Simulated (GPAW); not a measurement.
# NaF (Villiaumite): one start, several treatments of the self-energy

Aim: compare treatments of exchange, screening and correlation for the gap of NaF (Villiaumite).

Main program and level: GPAW 26.7.0; PBE and many-body steps on it, plane waves.

## (1) Set-up

It takes space group Fm-3m (No. 225, cubic). Conventional cell: a = 4.640 Å, b = 4.640 Å, c = 4.640 Å, α = 90.00°, β = 90.00°, γ = 90.00°. Nearest to Na lie 6 F at 2.32 Å. Nearest to F lie 6 Na at 2.32 Å. Farther neighbours and most contacts between anions are not listed.

Coordinates:

```
Na F
1.0
     0.00000    2.32000    2.32000
     2.32000    0.00000    2.32000
     2.32000    2.32000    0.00000
Na F
1 1
Direct
  0.00000 0.00000 0.00000
  0.50000 0.50000 0.50000
```

The cell and positions come from the Crystallography Open Database and are kept as given unless a step says otherwise.

## (2) Empty states on the mesh, 6×6×6 mesh, 234 bands

This step: GPAW 26.7.0; DFT, PBE, plane waves, PAW.

The sums over transitions need many empty states on a uniform mesh; this step solves for them.

Contents of run.py:

```python
import json
import numpy as np
from gpaw.mpi import world
from gpaw import GPAW

calc = GPAW('gs.gpw').fixed_density(kpts={'size': (6, 6, 6), 'gamma': True},
    parallel={'domain': 1, 'band': 1},
    txt='nscf.txt')
calc.diagonalize_full_hamiltonian(nbands=234)
calc.write('full.gpw', mode='all')
res = {}
kpts = calc.get_ibz_k_points()
res['kpts'] = kpts
res['eigenvalues'] = [calc.get_eigenvalues(kpt=k) for k in range(len(kpts))]
res['n_electrons'] = calc.get_number_of_electrons()

if world.rank == 0:
    with open('result.json', 'w') as f:
        json.dump(res, f, default=lambda x: x.tolist())
```

The run is started by

```sh
$ mpirun -n 4 gpaw python run.py
```

Numbers of over 12 decimals in the logs are rounded to 6 here.

The program printed:

```text
Diagonalizing LCAO Hamiltonian
Converting LCAO to pw mode
convergence criteria:
- Maximum integral of absolute [eigenst]ate change: 4e-08 eV^2 / valence electron
maximum number of iterations: 100

SCF iterations
|iter     |     time |      energy | eigst |  dens |
|iter:   1|  |             | +1.95 |       |
|iter:   2|  |             | +0.55 |       |
|iter:   3|  |             | -1.06 |       |
|iter:   4|  |             | -3.30 |       |
|iter:   5|  |             | -5.23 |       |
|iter:   6|  |             | -7.16 |       |
|iter:   7|  |             | -8.20c|       |
SCF steps: 7
  __  _  _
 | _ |_)|_||  |
 |__||  | ||/\| - 26.7.0

Input parameters:
  mode=PW(ecut=600.0),
  convergence={'density': 1e-06, 'bands': -3},
  gpts=array([20, 20, 20]),
  kpts=MonkhorstPack(size=(6, 6, 6), gamma=True),
  maxiter=100,
  nbands=14,
  occupations=Occupations(name='fermi-dirac', width=0.001, fixmagmom=False),
  parallel={'domain': 1, 'band': 1},
  xc=XC(name='PBE')
Matrix size: 869x869
# Writing to full.gpw (mode='all')
  [... matrices ...]

timing:  # [seconds]
  Total: 3.094  # ━━━━━━━━━━━━━━━━━━━━━━━━━━━━━━━━━━━━━━━━━━━━━━━━━━━━━━━━━━━
```

Wall time 6.3 s (4 MPI ranks of Arm Neoverse V2, shared host); peak memory 0.87 GiB.

Numbers from this step:

* gap: 6.307 eV
* k of the valence top: 0, 0, 0
* k of the conduction bottom: 0, 0, 0
* least direct gap: 6.307 eV
* k points computed: 16
* lowest point of the top converged band, above the valence top: 243.9262 eV

On this mesh the gap is 6.307 eV.

## (3) G0W0, Godby-Needs plasmon pole

G0W0 replaces the xc potential by the self-energy, built once from these orbitals. Only a window of levels is corrected, while the sums run over the empty bands that the input names.

This step: G0W0 on PBE, plane waves, PAW.

Contents of run.py:

```python
import json
import numpy as np
from gpaw.mpi import world
from gpaw.response.g0w0 import G0W0

gw = G0W0('full.gpw',
    filename='gw',
    kpts=[0],
    bands=(5, 9),
    ecut=150,
    nbands=104,
    integrate_gamma='WS',
    ppa=True)
gw.calculate()
res = {mode: {k: v for k, v in r.items() if k != 'sigma_eskwn'}
       for mode, r in gw.all_results.items()}

if world.rank == 0:
    with open('result.json', 'w') as f:
        json.dump(res, f, default=lambda x: x.tolist())
```

The run is started by

```sh
$ mpirun -n 4 gpaw python run.py
```

The program printed:

```text
Using integrator: PointIntegrator
FrequencyGridDescriptor(from 0.000+0.000j to 0.000+27.211j eV, 2 points)
Nonperiodic BCs:  [False False False]
Using integrator: PointIntegrator
FrequencyGridDescriptor(from 0.000+0.000j to 0.000+27.211j eV, 2 points)
Nonperiodic BCs:  [False False False]
  ___  _ _ _
 |   || | | |
 | | || | | |
 |__ ||_____|
 |___|

BZ k-points: Symmetries present (total): 48

  [... matrices ...]
216 k-points: 6 x 6 x 6 Monkhorst-Pack grid + [1/12,1/12,1/12]
16 k-points in the irreducible part of the Brillouin zone
       k-points in crystal coordinates                weights
   0:     0.00000000    0.00000000    0.00000000          1/216
   1:     0.16666667    0.16666667    0.00000000          6/216
   2:     0.16666667    0.16666667    0.16666667          8/216
   3:     0.33333333    0.16666667    0.16666667         12/216
   4:     0.33333333    0.33333333   -0.33333333         12/216
   5:     0.33333333    0.33333333    0.00000000          6/216
   6:     0.33333333    0.33333333    0.16666667         24/216
   7:     0.33333333    0.33333333    0.33333333          8/216
   8:     0.50000000    0.33333333   -0.33333333         24/216
   9:     0.50000000    0.33333333   -0.16666667         12/216
          ...
  15:     0.50000000    0.50000000    0.50000000          4/216

Distributing spins, k-points and bands (1 x 1 x 4) over 4 processes
Number of blocks: 1

Quasi particle states:
k-points (IBZ indices): [0]
Band range: (5, 9)
  [... matrices ...]
Computational parameters:
Plane wave cut-off: 150 eV
Number of bands: 104
Coulomb cutoff: None
Broadening: 0.1 eV

fxc modes: GW
Kernel: RPA
Using Godby-Needs plasmon-pole approximation:
  Fitting energy: i*E0, E0 = 1.000 Hartree
Summing all q:

Calculating screened Coulomb potential
No Coulomb truncation
FrequencyGridDescriptor(from 0.000+0.000j to 0.000+27.211j eV, 2 points)
Removing empty qpoint cache files...

Calculating chi0 body with:
    Ground state adapter containing:
    Number of spins: 1
    Number of kpoints: 216
    Number of irreducible kpoints: 16
    Number of completely occupied states: 7
    Number of partially occupied states: 7
    Occupied states memory: 0.8544921875 M / cpu

    Linear response parametrization:
    q_c: [1.3877787807814457e-17, 1.3877787807814457e-17, 1.3877787807814457e-17]
    Number of frequency points: 2
    Planewave cutoff: 150.0
    Number of bands: 104
    Number of planewaves: 113
    Broadening (eta): 1e-06
    comm.size: 4
    kncomm.size: 4
    blockcomm.size: 1

    Memory estimate of potentially large arrays:
        chi0_wGG: 0.389679 M / cpu
Integrating chi0 body.

Symmetries of q_c:
    Direct symmetries (Uq -> q): 48
    Indirect symmetries (TUq -> q): 0
In total 48 allowed symmetries.

  [... matrices ...]
16 groups of equivalent kpoints. 92.592593% reduction.

Integral kind: response function
Integrating chi0 head and wings.

Symmetries of q_c:
    Direct symmetries (Uq -> q): 48
    Indirect symmetries (TUq -> q): 0
In total 48 allowed symmetries.

  [... matrices ...]
16 groups of equivalent kpoints. 92.592593% reduction.

Integral kind: response function wings

Calculating chi0 body with:
    Ground state adapter containing:
    Number of spins: 1
    Number of kpoints: 216
    Number of irreducible kpoints: 16
    Number of completely occupied states: 7
    Number of partially occupied states: 7
[... the further q-points ...]

Results:
f:      Occupation numbers
eps:     KS-eigenvalues [eV]
vxc:     KS vxc [eV]
exx:     Exact exchange [eV]
sigma:   Self-energies [eV]
dsigma:  Self-energy derivatives
Z:       Renormalization factors
qp:      QP-energies [eV]

k-point 0 (0): (0.000, 0.000, 0.000)                GW
band       f     eps     vxc     exx   sigma  dsigma       Z      qp
                                                                   GW
   5   1.000  -1.755 -23.616 -31.289   4.436  -0.225   0.816  -4.397
   6   1.000  -1.755 -23.616 -31.289   4.436  -0.225   0.816  -4.397
   7   0.000   4.552 -10.086  -5.862  -2.598  -0.106   0.904   6.022
   8   0.000  17.233  -7.089  -2.119  -3.103  -0.109   0.902  18.918
```

Wall time 40 s (4 MPI ranks); peak memory 1.2 GiB.

Numbers from this step:

- G0W0 gap on the points computed: 10.42 eV
- least direct G0W0 gap on the computed points: 10.42 eV
- Z at the valence top: 0.8163
- Z at the conduction bottom: 0.9042
- starting gap on the mesh: 6.307 eV
- k of the valence top: 0, 0, 0
- k of the conduction bottom: 0, 0, 0

The gap on the mesh goes from 6.31 eV to 10.42 eV, a correction of +4.11 eV.

## (4) One-shot HSE06

This step: one-shot HSE06 levels on PBE orbitals, plane waves, PAW.

Contents of run.py:

```python
import json
import numpy as np
from gpaw.mpi import world
from gpaw.hybrids.eigenvalues import non_self_consistent_eigenvalues

dft, vxc, vxc_hyb = non_self_consistent_eigenvalues('full.gpw', 'HSE06', 5, 9, kpt_indices=[0])
res = {'dft': dft[0], 'hybrid': (dft - vxc + vxc_hyb)[0]}
if world.rank == 0:
    with open('hybrid.txt', 'w') as f:
        for k, e0, e1 in zip([0], res['dft'], res['hybrid']):
            print(k, ' '.join(f'{x:9.4f}' for x in e0), '|', ' '.join(f'{x:9.4f}' for x in e1), file=f)

if world.rank == 0:
    with open('result.json', 'w') as f:
        json.dump(res, f, default=lambda x: x.tolist())
```

The run is started by

```sh
$ mpirun -n 4 gpaw python run.py
```

The program printed:

```text
IBZ(<points: 16, symmetries: 48>)
Occupied bands: 7
Transforming wave functions from IBZ to BZ: 0.039 seconds
Distributing wave functions and iFFT-ing to real space: 0.279 seconds
Calculating eigenvalues:
  k-points: 1
  Bands: 5-8 (inclusive)
  Seconds: 0.284 (wave-function broadcasting: 0.003 seconds)
HSE06-eigenvalue shifts:
  min: -1.854 eV
  ave: -0.711 eV
  max: 0.523 eV
```

It took 3.2 s on 4 MPI ranks; peak memory 0.5 GiB; 12 s of CPU time.

Numbers from this step:

```yaml
starting_gap_on_the_mesh: 6.307 eV
hybrid_gap_on_the_mesh: 8.502 eV
least_direct_hybrid_gap_on_the_computed_points: 8.502 eV
```

## (5) G0W0, extrapolated in the cutoff

This step: G0W0 on PBE, plane waves, PAW.

Contents of run.py:

```python
import json
import numpy as np
from gpaw.mpi import world
from gpaw.response.g0w0 import G0W0

gw = G0W0('full.gpw',
    filename='gw',
    kpts=[0],
    bands=(5, 9),
    ecut=250.0,
    integrate_gamma='WS',
    ppa=True,
    ecut_extrapolation=True)
gw.calculate()
res = {mode: {k: v for k, v in r.items() if k != 'sigma_eskwn'}
       for mode, r in gw.all_results.items()}

if world.rank == 0:
    with open('result.json', 'w') as f:
        json.dump(res, f, default=lambda x: x.tolist())
```

The run is started by

```sh
$ mpirun -n 4 gpaw python run.py
```

The program printed:

```text
Using integrator: PointIntegrator
FrequencyGridDescriptor(from 0.000+0.000j to 0.000+27.211j eV, 2 points)
Nonperiodic BCs:  [False False False]
Using integrator: PointIntegrator
FrequencyGridDescriptor(from 0.000+0.000j to 0.000+27.211j eV, 2 points)
Nonperiodic BCs:  [False False False]
  ___  _ _ _
 |   || | | |
 | | || | | |
 |__ ||_____|
 |___|

BZ k-points: Symmetries present (total): 48

  [... matrices ...]
216 k-points: 6 x 6 x 6 Monkhorst-Pack grid + [1/12,1/12,1/12]
16 k-points in the irreducible part of the Brillouin zone
       k-points in crystal coordinates                weights
   0:     0.00000000    0.00000000    0.00000000          1/216
   1:     0.16666667    0.16666667    0.00000000          6/216
   2:     0.16666667    0.16666667    0.16666667          8/216
[...]
9:     0.50000000    0.33333333   -0.16666667         12/216
          ...
  15:     0.50000000    0.50000000    0.50000000          4/216

Distributing spins, k-points and bands (1 x 1 x 4) over 4 processes
Number of blocks: 1

Quasi particle states:
k-points (IBZ indices): [0]
Band range: (5, 9)
  [... matrices ...]
Computational parameters:
Extrapolating to infinite plane wave cut-off using points at:
  215.443 eV
  231.120 eV
  250.000 eV
Number of bands: 224
Coulomb cutoff: None
Broadening: 0.1 eV

fxc modes: GW
Kernel: RPA
Using Godby-Needs plasmon-pole approximation:
  Fitting energy: i*E0, E0 = 1.000 Hartree
Summing all q:

Calculating screened Coulomb potential
No Coulomb truncation
FrequencyGridDescriptor(from 0.000+0.000j to 0.000+27.211j eV, 2 points)
Removing empty qpoint cache files...

Calculating chi0 body with:
    Ground state adapter containing:
    Number of spins: 1
    Number of kpoints: 216
    Number of irreducible kpoints: 16
[...]
Linear response parametrization:
    q_c: [1.3877787807814457e-17, 1.3877787807814457e-17, 1.3877787807814457e-17]
    Number of frequency points: 2
    Planewave cutoff: 250.0
    Number of bands: 224
    Number of planewaves: 229
    Broadening (eta): 1e-06
    comm.size: 4
    kncomm.size: 4
    blockcomm.size: 1

    Memory estimate of potentially large arrays:
        chi0_wGG: 1.600372 M / cpu
Integrating chi0 body.

Symmetries of q_c:
    Direct symmetries (Uq -> q): 48
    Indirect symmetries (TUq -> q): 0
In total 48 allowed symmetries.

  [... matrices ...]
16 groups of equivalent kpoints. 92.592593% reduction.

Integral kind: response function
Integrating chi0 head and wings.

Symmetries of q_c:
    Direct symmetries (Uq -> q): 48
    Indirect symmetries (TUq -> q): 0
In total 48 allowed symmetries.

  [... matrices ...]
16 groups of equivalent kpoints. 92.592593% reduction.

Integral kind: response function wings

Calculating chi0 body with:
    Ground state adapter containing:
    Number of spins: 1
    Number of kpoints: 216
    Number of irreducible kpoints: 16
    Number of completely occupied states: 7
    Number of partially occupied states: 7
[... the further q-points ...]
Extrapolating selfenergy to infinite energy cutoff:
  Performing linear fit to 3 points
  Warning: Bad quality of linear fit for some (n,k).
           Higher cutoff might be necessary.
  Minimum R^2 = 0.2736. (R^2 Should be close to 1)
  [... matrices ...]
Results:
f:      Occupation numbers
eps:     KS-eigenvalues [eV]
vxc:     KS vxc [eV]
exx:     Exact exchange [eV]
sigma:   Self-energies [eV]
dsigma:  Self-energy derivatives
Z:       Renormalization factors
qp:      QP-energies [eV]

k-point 0 (0): (0.000, 0.000, 0.000)                GW
band       f     eps     vxc     exx   sigma  dsigma       Z      qp
                                                                   GW
   5   1.000  -1.755 -23.616 -31.289   4.038  -0.238   0.808  -4.690
   6   1.000  -1.755 -23.616 -31.289   4.038  -0.238   0.808  -4.690
   7   0.000   4.552 -10.086  -5.862  -2.603  -0.108   0.903   6.015
   8   0.000  17.233  -7.089  -2.119  -3.145  -0.092   0.916  18.905
```

Run time: 4 min. Hardware: 4 MPI ranks; peak memory 1.2 GiB.

Numbers from this step:

- quasiparticle gap on the points computed: 10.71 eV
- least direct quasiparticle gap on the computed points: 10.71 eV
- Z at the valence top: 0.8077
- Z at the conduction bottom: 0.9026
- starting gap on the mesh: 6.307 eV
- k of the valence top: 0, 0, 0
- k of the conduction bottom: 0, 0, 0
- gaps at the cutoffs of the extrapolation: 10.52, 10.54, 10.55 eV

Against G0W0 in GPAW (6×6×6 mesh, 104 bands, screening to 150 eV, Godby-Needs plasmon pole), the gap moves by +0.287 eV.

## (6) One-shot Hartree-Fock

This step: one-shot Hartree-Fock levels on PBE orbitals, plane waves, PAW.

Contents of run.py:

```python
import json
import numpy as np
from gpaw.mpi import world
from gpaw.hybrids.eigenvalues import non_self_consistent_eigenvalues

dft, vxc, vxc_hyb = non_self_consistent_eigenvalues('full.gpw', 'EXX', 5, 9, kpt_indices=[0])
res = {'dft': dft[0], 'hybrid': (dft - vxc + vxc_hyb)[0]}
if world.rank == 0:
    with open('hybrid.txt', 'w') as f:
        for k, e0, e1 in zip([0], res['dft'], res['hybrid']):
            print(k, ' '.join(f'{x:9.4f}' for x in e0), '|', ' '.join(f'{x:9.4f}' for x in e1), file=f)

if world.rank == 0:
    with open('result.json', 'w') as f:
        json.dump(res, f, default=lambda x: x.tolist())
```

The run is started by

```sh
$ mpirun -n 4 gpaw python run.py
```

The program printed:

```text
IBZ(<points: 16, symmetries: 48>)
Occupied bands: 7
Transforming wave functions from IBZ to BZ: 0.041 seconds
Distributing wave functions and iFFT-ing to real space: 0.280 seconds
Calculating eigenvalues:
  k-points: 1
  Bands: 5-8 (inclusive)
  Seconds: 0.437 (wave-function broadcasting: 0.003 seconds)
HSE06-eigenvalue shifts:
  min: -7.672 eV
  ave: -1.538 eV
  max: 4.970 eV
```

Run time: 3.3 s. Hardware: 4 MPI ranks; peak memory 0.5 GiB; 13 s of CPU time.

Numbers from this step:

| Item | Value |
| --- | --- |
| starting gap on the mesh | 6.307 eV |
| hybrid gap on the mesh | 18.20 eV |
| least direct hybrid gap on the computed points | 18.20 eV |

## (7) G0W0, full frequency, Hilbert transform

This step: G0W0 on PBE, plane waves, PAW.

Contents of run.py:

```python
import json
import numpy as np
from gpaw.mpi import world
from gpaw.response.g0w0 import G0W0

gw = G0W0('full.gpw',
    filename='gw',
    kpts=[0],
    bands=(5, 9),
    ecut=150,
    nbands=104,
    integrate_gamma='WS',
    frequencies={'type': 'nonlinear', 'domega0': 0.1, 'omega2': 15.0},
    eta=0.1,
    nblocksmax=True)
gw.calculate()
res = {mode: {k: v for k, v in r.items() if k != 'sigma_eskwn'}
       for mode, r in gw.all_results.items()}

if world.rank == 0:
    with open('result.json', 'w') as f:
        json.dump(res, f, default=lambda x: x.tolist())
```

The run is started by

```sh
$ mpirun -n 4 gpaw python run.py
```

The program printed:

```text
Using integrator: PointIntegrator
NonLinearFrequencyDescriptor(from 0.000 to 165.131 eV, 298 points)
Nonperiodic BCs:  [False False False]
Using integrator: PointIntegrator
NonLinearFrequencyDescriptor(from 0.000 to 165.131 eV, 298 points)
Nonperiodic BCs:  [False False False]
  ___  _ _ _
 |   || | | |
 | | || | | |
 |__ ||_____|
 |___|

BZ k-points: Symmetries present (total): 48

  [... matrices ...]
216 k-points: 6 x 6 x 6 Monkhorst-Pack grid + [1/12,1/12,1/12]
16 k-points in the irreducible part of the Brillouin zone
[...]
Results:
f:      Occupation numbers
eps:     KS-eigenvalues [eV]
vxc:     KS vxc [eV]
exx:     Exact exchange [eV]
sigma:   Self-energies [eV]
dsigma:  Self-energy derivatives
Z:       Renormalization factors
qp:      QP-energies [eV]

k-point 0 (0): (0.000, 0.000, 0.000)                GW
band       f     eps     vxc     exx   sigma  dsigma       Z      qp
                                                                   GW
   5   1.000  -1.755 -23.616 -31.289   4.356  -0.224   0.817  -4.465
   6   1.000  -1.755 -23.616 -31.289   4.356  -0.224   0.817  -4.465
   7   0.000   4.552 -10.086  -5.862  -2.595  -0.116   0.896   6.012
   8   0.000  17.233  -7.089  -2.119  -3.164  -0.144   0.874  18.812
```

Run time: 74 s. Hardware: 4 MPI ranks; peak memory 1.3 GiB.

This step gave:

- G0W0 gap on the points computed: 10.48 eV
- least direct G0W0 gap on the computed points: 10.48 eV
- starting gap on the mesh: 6.307 eV
- k of the valence top: 0, 0, 0
- k of the conduction bottom: 0, 0, 0

Against G0W0 in GPAW (6×6×6 mesh, 104 bands, screening to 150 eV, Godby-Needs plasmon pole), the gap moves by +0.059 eV.

## (8) Side by side

Times are wall times on 4 MPI ranks of Arm Neoverse V2, shared host, good to a factor of about two.

| run | mesh | bands | screening cutoff (eV) | DFT gap (eV) | gap on the mesh (eV) | direct (eV) | time |
| --- | --- | --- | --- | --- | --- | --- | --- |
| G0W0, Godby-Needs plasmon pole | 6×6×6 | 104 | 150 | 6.307 | 10.418 | 10.418 | 40 s |
| one-shot HSE06 | 6×6×6 | - | - | 6.307 | 8.502 | 8.502 | 3.2 s |
| G0W0, extrapolated in the cutoff | 6×6×6 | - | 250 | 6.307 | 10.705 | 10.705 | 4 min |
| one-shot Hartree-Fock | 6×6×6 | - | - | 6.307 | 18.203 | 18.203 | 3.3 s |
| G0W0, full frequency, Hilbert transform | 6×6×6 | 104 | 150 | 6.307 | 10.477 | 10.477 | 74 s |

## (9) Summary of results

```json
{
 "G0W0, Godby-Needs plasmon pole": "10.418 eV",
 "one-shot HSE06": "8.502 eV",
 "G0W0, extrapolated in the cutoff": "10.705 eV",
 "one-shot Hartree-Fock": "18.203 eV",
 "G0W0, full frequency, Hilbert transform": "10.477 eV",
 "known limits": "not at the basis limit"
}
```

What this shows: One-shot HSE06: −1.916 eV against G0W0, Godby-Needs plasmon pole. G0W0, extrapolated in the cutoff: +0.287 eV against G0W0, Godby-Needs plasmon pole, at other bands or cutoff, so not like for like. One-shot Hartree-Fock: +7.784 eV against G0W0, Godby-Needs plasmon pole. G0W0, full frequency, Hilbert transform: +0.059 eV against G0W0, Godby-Needs plasmon pole. Bare exchange alone opens the gap to 18.20 eV; against G0W0, correlation takes back 7.78 eV. One-shot hybrid levels are evaluated on the PBE orbitals. Bands and cutoff are finite, so the gap is not at the basis limit. The miss can reach some tenths of an eV and take either sign; the mesh is an error of its own. These stock PAW sets were not made for GW. In the G0W0 runs levels were corrected at 1 k point alone, so a gap called «on the mesh» is the least over those, and an edge elsewhere would be missed. The program warns of a poor linear fit in the extrapolation of some level, so the extrapolated values are rough.

[Paths, hosts, dates, memory and timing lines, banners, echoed tables and standing remarks are left out of the program output.]

[Logs are printed without paths, hosts, clocks, repeated set-up lines and the standing remarks that a program may print on its own settings, such as how far it seeks lower states.]

[Runs of the session that timed out or met a known fault of the program may be left out.]

[Hosts, paths, dates, database ids (printed as entryN), source tags and the programs' standing remarks are cut or masked in the printed files.]
